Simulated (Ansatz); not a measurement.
Computed with Ansatz, DFT PBE, scalar-relativistic, plane waves, PAW. All cells share a 420 eV cutoff and Γ-centred k meshes spaced at most about 0.3 Å⁻¹ (about 0.25 or finer for metals, 2π included). No spin polarisation.

Temperature and zero-point effects are left out.

Question: Order these relaxed structures of SiW2 by energy, lowest first, with the energy over the lowest of them.
A.

```
Si W
1.0
     2.99565    0.00000    0.00000
     0.00000    2.99565    0.00000
     0.00000    0.00000    5.47889
Si W
1 2
Direct
  0.00000 0.00000 0.50000
  0.50000 0.50000 0.22755
  0.50000 0.50000 0.77245
```

B.

```
Si W
1.0
     4.55278    0.00000    0.00000
    -2.27639    3.94282    0.00000
     0.00000    0.00000    2.64495
Si W
1 2
Direct
  0.00000 0.00000 0.00000
  0.33333 0.66667 0.50000
  0.66667 0.33333 0.50000
```

C.

```
Si W
1.0
     3.69142    0.00000    0.00000
     0.00000    3.69142    0.00000
     0.00000    0.00000    6.76054
Si W
2 4
Cartesian
  0.0000 1.8457 4.8284
  1.8457 0.0000 1.9321
  0.0000 0.0000 0.0000
  1.8457 1.8457 0.0000
  0.0000 1.8457 2.3069
  1.8457 0.0000 4.4536
```

D.

```
Si W
1.0
     3.17000    0.00000    0.00000
     0.00000    4.23282    0.00000
     0.00000    0.00000    6.75407
Si W
2 4
Direct
  0.50000 0.50000 0.21036
  0.00000 0.00000 0.78964
  0.00000 0.50000 0.50749
  0.50000 0.00000 0.49251
  0.50000 0.50000 0.84669
  0.00000 0.00000 0.15331
```

Answer: D (0 meV/atom), C (139 meV/atom), A (729 meV/atom), B (817 meV/atom). Forms: D Pmmn; C Cu2Sb type, P4/nmm; A P4/mmm; B P6/mmm. Counting Si atoms around W (those within 1.25 times the shortest such distance or 1.15 times the sum of covalent radii; a plus sign parts nearer from farther groups; a slash parts the counts of unlike sites): D has W 2+2/5; C has W 4/5; A has W 4; B has W 6. Origin: A, B and C, invented; D, invented, then shaken at random and relaxed again. Shaken at random and relaxed again, A falls into a cell with the MoSi2 (C11b) type, space group I4/mmm (No. 139), 0.63 eV/atom lower, so it is a saddle point or a shallow minimum. Shaken at random and relaxed again, B falls into a cell with space group P2_1/m (No. 11), 0.66 eV/atom lower, so it is a saddle point or a shallow minimum. Shaken at random and relaxed again, C falls into D, 139 meV/atom lower, so it is a saddle point or a shallow minimum.

Spin–orbit coupling, which can matter for W, is left out. Cells without such a test can be saddle points. Some structure types and database cells were kept out of the candidates from the start, so a known form may be missing.
